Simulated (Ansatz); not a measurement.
## Band table of WS$_{2}$ (Tungstenite)

```xyz
3
Lattice="1.5938 0.9202 7.4572 -1.5938 0.9202 7.4572 0.0000 -1.8404 7.4572" Properties=species:S:1:pos:R:3 pbc="T T T"
W     0.0000    0.0000    0.0152
S     0.0000    0.0000    5.9013
S     0.0000    0.0000    9.0434
```

The cell comes from a relaxation on PAW files under the same functional, begun from a database entry that needn't be the ground state.

Level of theory: DFT with PBE, with spin–orbit coupling, in Ansatz 0.2.0; a Γ-centred 13×13×13 k mesh, Fermi–Dirac smearing of 0.05 eV, no spin polarisation. LAPW: all electrons, basis error target 0.5 meV/atom.

This run: spin-orbit coupling on.

Path points, in fractions of the reciprocal vectors: Γ (0.000, 0.000, 0.000), T (-0.500, -0.500, -0.500), H2 (-0.500, -0.177, -0.823), H0 (-0.177, 0.177, -0.500), L (0.000, 0.000, -0.500), S0 (0.000, 0.338, -0.338), S2 (-0.338, 0.000, -0.662), F (-0.500, 0.000, -0.500). The distance column jumps between branches of the path. Levels in eV from the valence-band top; bands 55 to 86, counted from the lowest band of the run. The gap is 1.53 eV, the pressure 0.03 GPa.

```
# k(1/Å) point b55 b56 b57 b58 b59 b60 b61 b62 b63 b64 b65 b66 b67 b68 b69 b70 b71 b72 b73 b74 b75 b76 b77 b78 b79 b80 b81 b82 b83 b84 b85 b86
0.000 Γ -14.95 -14.95 -13.31 -13.31 -6.61 -6.61 -3.20 -3.20 -2.94 -2.94 -2.04 -2.04 -1.95 -1.95 -1.73 -1.73 -0.42 -0.42 2.57 2.57 2.60 2.60 2.89 2.89 2.90 2.90 4.81 4.81 6.52 6.52 8.32 8.32
0.105 - -14.95 -14.95 -13.31 -13.31 -6.59 -6.59 -3.20 -3.20 -2.94 -2.94 -2.14 -2.14 -1.95 -1.95 -1.73 -1.73 -0.35 -0.35 2.57 2.57 2.60 2.61 2.89 2.89 2.89 2.90 4.85 4.85 6.52 6.52 8.33 8.33
0.211 - -14.94 -14.94 -13.32 -13.32 -6.54 -6.54 -3.20 -3.20 -2.94 -2.94 -2.34 -2.34 -1.94 -1.94 -1.73 -1.73 -0.20 -0.20 2.57 2.57 2.60 2.61 2.89 2.89 2.89 2.90 4.97 4.97 6.55 6.55 8.34 8.34
0.316 - -14.94 -14.94 -13.33 -13.33 -6.48 -6.48 -3.20 -3.20 -2.94 -2.94 -2.52 -2.52 -1.94 -1.94 -1.73 -1.73 -0.07 -0.07 2.58 2.58 2.60 2.60 2.89 2.89 2.89 2.90 5.09 5.09 6.57 6.57 8.36 8.36
0.421 T -14.94 -14.94 -13.34 -13.34 -6.46 -6.46 -3.20 -3.20 -2.95 -2.95 -2.58 -2.58 -1.94 -1.94 -1.73 -1.73 -0.02 -0.02 2.58 2.58 2.60 2.60 2.88 2.88 2.89 2.89 5.14 5.14 6.59 6.59 8.37 8.37
0.740 - -14.63 -14.62 -13.22 -13.22 -6.10 -6.09 -3.84 -3.80 -3.25 -3.24 -2.81 -2.72 -2.41 -2.38 -1.63 -1.59 -0.35 -0.33 2.27 2.28 2.36 2.54 2.66 2.69 3.17 3.35 6.44 6.44 6.87 6.87 9.02 9.12
1.058 - -13.85 -13.80 -12.92 -12.92 -5.50 -5.42 -4.81 -4.79 -4.14 -4.08 -3.68 -3.60 -2.61 -2.35 -1.67 -1.61 -1.15 -0.94 1.76 2.08 2.47 2.51 2.79 2.83 4.19 4.34 7.42 7.43 7.67 7.68 9.13 9.31
1.377 - -13.02 -12.88 -12.59 -12.58 -5.88 -5.88 -5.37 -5.34 -4.36 -4.34 -3.87 -3.81 -3.47 -3.29 -2.10 -2.09 -1.02 -0.72 2.22 2.26 2.90 3.14 3.16 3.18 4.79 4.86 6.72 6.73 7.71 8.03 8.14 8.25
1.695 H2 -12.65 -12.44 -12.43 -12.42 -5.96 -5.91 -5.58 -5.54 -4.85 -4.53 -4.17 -4.07 -3.47 -3.41 -2.62 -2.55 -0.44 -0.02 1.57 1.60 3.07 3.12 3.67 4.07 5.14 5.41 6.41 6.43 6.55 6.98 8.96 9.01
1.985 H0 -12.65 -12.44 -12.43 -12.42 -5.96 -5.91 -5.58 -5.54 -4.85 -4.53 -4.17 -4.07 -3.47 -3.41 -2.62 -2.55 -0.44 -0.02 1.57 1.60 3.07 3.12 3.67 4.07 5.14 5.41 6.41 6.43 6.55 6.98 8.96 9.01
2.159 - -12.68 -12.48 -12.45 -12.43 -5.90 -5.86 -5.80 -5.72 -4.63 -4.51 -4.01 -3.92 -3.50 -3.44 -2.54 -2.49 -0.55 -0.16 1.72 1.80 3.09 3.17 3.56 3.90 5.06 5.30 5.91 6.01 7.28 7.64 8.91 8.96
2.333 - -12.78 -12.62 -12.50 -12.49 -6.27 -6.19 -5.66 -5.62 -4.57 -4.49 -3.68 -3.62 -3.20 -3.00 -2.35 -2.35 -0.81 -0.47 2.13 2.31 3.02 3.43 3.64 3.68 4.63 4.78 5.38 5.45 8.10 8.26 8.61 8.79
2.507 - -12.85 -12.77 -12.56 -12.55 -6.58 -6.53 -5.43 -5.41 -4.64 -4.58 -3.65 -3.63 -2.39 -2.31 -2.17 -1.99 -1.04 -0.72 2.40 2.61 2.88 3.30 4.03 4.11 4.20 4.28 4.94 4.98 7.45 7.53 8.05 8.14
2.682 L -12.85 -12.85 -12.58 -12.58 -6.68 -6.68 -5.33 -5.33 -4.64 -4.64 -3.62 -3.62 -2.32 -2.32 -1.54 -1.54 -1.11 -1.11 2.52 2.52 3.07 3.07 3.93 3.93 4.50 4.50 4.78 4.78 7.09 7.09 7.66 7.66
2.968 - -13.25 -13.25 -12.70 -12.70 -6.24 -6.24 -4.97 -4.96 -4.66 -4.65 -3.43 -3.43 -2.19 -2.19 -1.73 -1.72 -1.36 -1.36 2.27 2.27 2.60 2.60 3.72 3.73 4.36 4.36 5.93 5.94 6.95 7.02 7.69 7.83
3.255 - -14.04 -14.04 -12.98 -12.98 -5.72 -5.72 -4.72 -4.72 -4.01 -4.01 -2.90 -2.90 -2.24 -2.24 -1.77 -1.77 -1.08 -1.07 1.87 1.88 2.36 2.36 3.08 3.08 3.88 3.89 6.45 6.45 7.95 7.96 8.63 8.71
3.542 - -14.70 -14.70 -13.22 -13.21 -6.31 -6.31 -3.70 -3.70 -2.95 -2.95 -2.80 -2.80 -2.20 -2.20 -1.46 -1.46 -0.52 -0.52 2.15 2.16 2.57 2.58 2.64 2.65 3.14 3.14 5.72 5.72 7.10 7.10 9.16 9.19
3.828 Γ -14.95 -14.95 -13.31 -13.31 -6.61 -6.61 -3.20 -3.20 -2.94 -2.94 -2.04 -2.04 -1.95 -1.95 -1.73 -1.73 -0.42 -0.42 2.57 2.57 2.60 2.60 2.89 2.89 2.90 2.90 4.81 4.81 6.52 6.52 8.32 8.32
4.162 - -14.61 -14.61 -13.18 -13.18 -6.21 -6.21 -3.90 -3.85 -3.08 -3.06 -2.79 -2.69 -2.46 -2.42 -1.39 -1.35 -0.58 -0.57 2.02 2.06 2.42 2.52 2.54 2.73 3.21 3.41 5.95 5.97 7.32 7.33 9.12 9.27
4.495 - -13.78 -13.72 -12.87 -12.86 -5.60 -5.51 -4.86 -4.83 -4.20 -4.16 -3.65 -3.59 -2.64 -2.38 -1.57 -1.51 -1.18 -0.96 1.53 1.76 2.50 2.53 2.86 2.98 4.35 4.48 7.02 7.10 7.77 7.88 8.98 9.00
4.829 - -12.93 -12.78 -12.55 -12.53 -5.91 -5.90 -5.50 -5.47 -4.38 -4.36 -3.87 -3.71 -3.52 -3.45 -2.16 -2.15 -0.93 -0.62 2.06 2.07 2.91 3.19 3.26 3.35 4.90 5.06 6.49 6.55 7.48 7.83 8.80 8.87
5.162 S0 -12.65 -12.44 -12.43 -12.41 -5.97 -5.92 -5.57 -5.52 -4.88 -4.54 -4.18 -4.07 -3.46 -3.40 -2.63 -2.56 -0.43 0.00 1.56 1.59 3.07 3.12 3.67 4.07 5.15 5.42 6.36 6.40 6.61 7.01 8.93 8.98
5.445 S2 -12.65 -12.44 -12.43 -12.41 -5.97 -5.92 -5.57 -5.52 -4.88 -4.54 -4.18 -4.07 -3.46 -3.40 -2.63 -2.56 -0.43 0.00 1.56 1.59 3.07 3.12 3.67 4.07 5.15 5.42 6.36 6.40 6.61 7.01 8.93 8.98
5.605 - -12.70 -12.51 -12.46 -12.45 -5.93 -5.87 -5.81 -5.80 -4.52 -4.48 -3.93 -3.75 -3.55 -3.49 -2.51 -2.47 -0.60 -0.23 1.82 1.93 3.14 3.23 3.57 3.91 4.89 5.11 6.09 6.19 7.10 7.44 8.67 8.71
5.764 - -12.79 -12.65 -12.52 -12.51 -6.33 -6.25 -5.62 -5.59 -4.54 -4.47 -3.69 -3.64 -3.07 -2.84 -2.39 -2.38 -0.83 -0.49 2.20 2.40 3.04 3.49 3.71 3.74 4.42 4.55 5.58 5.66 7.93 8.23 8.39 8.60
5.923 - -12.85 -12.77 -12.57 -12.56 -6.59 -6.55 -5.43 -5.41 -4.60 -4.55 -3.66 -3.64 -2.43 -2.39 -2.14 -1.92 -1.03 -0.72 2.42 2.63 2.91 3.32 3.94 4.02 4.20 4.28 5.16 5.20 7.53 7.57 8.22 8.28
6.082 F -12.85 -12.85 -12.58 -12.58 -6.67 -6.67 -5.35 -5.35 -4.60 -4.60 -3.61 -3.61 -2.41 -2.41 -1.55 -1.55 -1.07 -1.07 2.52 2.52 3.10 3.10 3.81 3.81 4.55 4.55 4.99 4.99 7.13 7.13 7.99 7.99
```
